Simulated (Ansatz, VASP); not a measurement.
# Cs: VASP beside Ansatz

```xyz
1
Lattice="-3.0772 3.0772 3.0772 3.0772 -3.0772 3.0772 3.0772 3.0772 -3.0772" Properties=species:S:1:pos:R:3 pbc="T T T"
Cs    0.0000    0.0000    0.0000
```

Alike in both runs: task single point; functional PBE; k mesh 4 × 4 × 4; occupations fermi-dirac, width 0.1 eV; no spin polarisation.

|  | VASP | Ansatz |
| --- | --- | --- |
| version | VASP 6.6.1 | Ansatz 0.2.0 |
| potentials or method | VASP PAW PBE potentials, release 64 (Cs_sv) | plane waves (420 eV) with PAW, scalar-relativistic |
| plane-wave cutoff (eV) | 520 | 420 |
| valence electrons in the cell | 9 | 9 |

|  | VASP | Ansatz | Ansatz less VASP |
| --- | --- | --- | --- |
| pressure (GPa) | 0.0 | 0.0 | +0.01 |

Caveats: the k mesh is coarse (spacing up to 0.36 Å⁻¹), so the values aren't converged. The runs have no spin-orbit coupling, so splittings on Cs are missing.
